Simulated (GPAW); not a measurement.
Crystal: Br.

```
CELL_PARAMETERS angstrom
3.36325 -2.32255 0.00000
3.36325 2.32255 0.00000
0.00000 0.00000 8.70230
ATOMIC_POSITIONS crystal
Br 0.36510 0.63490 0.39010
Br 0.13490 0.86510 0.89010
Br 0.63490 0.36510 0.60990
Br 0.86510 0.13490 0.10990
```

Base run:

* Program: GPAW 26.7.0
* Functional: r2SCAN
* Potentials or basis: GPAW PAW data sets (gpaw-data 1.2.1)
* Cutoff: 600 eV
* Basis: pw
* k mesh: 6 × 6 × 3
* Occupations: fermi-dirac, width 0.05 eV
* Spin: no spin polarisation

Its results: band gap on the k mesh 2.21 eV, indirect (least direct gap 2.23 eV); pressure 0.9 GPa; largest force 0.716 eV/Å.

Q: The run is repeated on the same cell with these changes: functional from r2SCAN to LDA; potentials or basis from GPAW PAW data sets (gpaw-data 1.2.1) to the program's PAW data sets (release 1.2.1) made for this functional. What comes out?

A: Band gap on the k mesh 1.74 eV, indirect (least direct gap 1.75 eV); pressure -1.0 GPa; largest force 0.861 eV/Å.

Caveats: the PAW data sets were made with another functional, which shifts forces and pressure a little (some runs).

A k mesh can miss the band edges.
